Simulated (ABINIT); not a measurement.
Runs of ABINIT 10.8.3 (patched build) on Ge. It takes space group P6_3/mmc (No. 194, hexagonal). Conventional cell: a = 3.998 Å, b = 3.998 Å, c = 6.599 Å, α = 90.00°, β = 90.00°, γ = 120.00°. Ge (site symmetry 3m) has 4 Ge at 2.45 to 2.47 Å as nearest neighbours. This isn't the form of Ge at room conditions, which is diamond.

```csv
level,pressure (GPa),largest force (eV/Å)
BLYP,6.7,0.03
LDA,(a),-
PBEsol,0.1,(b)
AM05,0.2,-
```

Alike in all rows: task band structure; potentials or basis JTH PAW PBE v2.0; no spin polarisation; cell as given; k mesh 8 × 8 × 4; cutoff (eV) 707; smearing fermi-dirac 0.05 eV.

**Question.** Fill in the values left out.

**Answer.** (a) -1.9; (b) 0.01.

Caveats: the PAW data sets were made with another functional, which shifts forces and pressure a little.
